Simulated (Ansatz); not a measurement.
CaF$_{2}$ (fluorite) was relaxed and computed twice in Ansatz (plane waves, PAW), once with HSE06 and once with PBEsol.

|  | run 1 | run 2 |
|---|---|---|
| cell | a = 5.4208 Å, b = 5.4208 Å, c = 5.4208 Å, α = 90.00°, β = 90.00°, γ = 90.00° | a = b = c = 5.4674 Å, α = β = γ = 90.00° |
| gap (eV) | 7.25 | 9.35 |
| B₀ by P(V) fit (GPa) | 86.4 | 83.4 |

Question: Which run used which functional?

Answer: Run 1 is PBEsol, run 2 is HSE06.

All cells were relaxed under the symmetry of their starts (and spin orders); stability against distortions was not tested throughout.

Potentials: the later of the program's two PAW sets.

Ansatz (a quantum-chemistry and plane-wave program) is a plane-wave DFT program.
